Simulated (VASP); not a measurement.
**Sn: single point with PBE**

Sn:

```
Sn
1.0
    -1.89630    1.89630    1.89630
     1.89630   -1.89630    1.89630
     1.89630    1.89630   -1.89630
Sn
1
Cartesian
  0.0000 0.0000 0.0000
```

The cell was built by a generator and needn't be a form met in nature.

```
Program             : VASP 6.6.1
Task                : single point
Functional          : PBE
Potentials or basis : VASP PAW PBE potentials, release 64 (Sn_d)
Cutoff              : 520 eV
k mesh              : 8 × 8 × 8
Occupations         : gaussian, width 0.05 eV
Spin                : no spin polarisation
```

```
Pressure               : 0.9 GPa
Band gap on the k mesh : none (metal or under the smearing width)
```

Levels at points of the mesh, in eV from the Fermi level:
```tsv
k point	band 3	band 4	band 5	band 6	band 7	band 8	band 9	band 10	band 11	band 12
(0.00, 0.00, 0.00)	-21.46	-21.32	-21.32	-10.96	8.04	8.04	8.04	12.21	12.21	12.21
(0.50, 0.00, 0.00)	-21.33	-21.33	-21.24	-6.31	-4.30	3.70	5.53	8.03	8.34	15.04
(0.50, 0.50, 0.50)	-21.26	-21.26	-21.26	-2.39	-0.37	-0.37	-0.37	3.93	3.93	18.28
```

Run time: 4.1 s on 1 thread of Intel(R) Xeon(R) 6975P-C (Granite Rapids), on a shared host, peak memory 0.13 GiB.
